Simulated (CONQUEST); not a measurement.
**HfO2 under changes of volume**

One of the cells (11.152 Å³/atom); the others are scaled copies at fixed shape and fractional positions:

```
CELL_PARAMETERS angstrom
3.61685 0.00000 0.00000
0.00000 3.61685 0.00000
0.00000 0.00000 5.11500
ATOMIC_POSITIONS crystal
Hf 0.00000 0.00000 0.00000
Hf 0.50000 0.50000 0.50000
O 0.00000 0.50000 0.25000
O 0.50000 0.00000 0.75000
O 0.00000 0.50000 0.75000
O 0.50000 0.00000 0.25000
```

Measurements of this composition are mostly on another form, of space group No. 14.

* Program: CONQUEST 1.3
* Functional: PBE
* Potentials or basis: PseudoDojo NC PBE, DZP, grid of 40 × 40 × 60 points
* k mesh: 7 × 7 × 5
* Occupations: fermi-dirac, width 0.05 eV
* Spin: no spin polarisation

```tsv
volume (Å³/atom)	energy over the lowest point (meV/atom)	pressure (GPa)	gap on the mesh (eV)
10.483	30.31	15.4	3.71
10.706	12.88	9.9	3.66
10.929	2.94	4.6	3.61
11.152	0.00	-0.4	3.56
11.375	?	?	?
11.598	13.52	-9.1	3.45
11.821	28.90	-12.7	3.40
```

Problem. What does the run at 11.375 Å³/atom give?

Solution. Energy over the lowest point 3.56 meV/atom; pressure -4.8 GPa; gap on the mesh 3.50 eV.

Worked out: A Birch-Murnaghan fit of order 3 (a polynomial in V^(-2/3)) to the other rows has its minimum at 11.14 Å³/atom with B0 = V·E''(V) = 236 GPa (rough, since the energies scatter). It gives 3.71 meV/atom at 11.375 Å³/atom, against the run's 3.56, and -dE/dV = -4.9 GPa, against -4.8. A straight line through the other rows of the gap, of slope -2.6 eV per unit of ln V, gives 3.50 eV, against the run's 3.50.

Energies are extrapolated to zero smearing.

Caveats: spin-orbit coupling is left out, which moves the levels of the heavy elements; an odd mesh through Γ misses points on the zone boundary, where band edges often lie; the basis of atomic orbitals isn't converged, which shifts pressures, moduli and gaps; the real-space grid breaks the cell's symmetry a little.
